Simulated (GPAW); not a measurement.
Crystal: InPd.

```
CELL_PARAMETERS angstrom
3.27188 0.00000 0.00000
0.00000 3.27188 0.00000
0.00000 0.00000 3.27188
ATOMIC_POSITIONS crystal
In 0.00000 0.00000 0.00000
Pd 0.50000 0.50000 0.50000
```

The cell comes from a database or a generator and needn't be the stable form of this composition.

Base run:

* Program: GPAW 26.7.0
* Functional: LDA
* Potentials or basis: the program's PAW data sets (release 1.2.1) made for this functional
* Cutoff: 600 eV
* Basis: pw
* k mesh: 8 × 8 × 8
* Occupations: fermi-dirac, width 0.05 eV
* Spin: no spin polarisation

Its results: pressure -7.2 GPa.

Task: The run is repeated on the same cell with these changes: functional from LDA to RPBE; band points from 100 to 80. What comes out?

Result: Pressure 6.8 GPa.
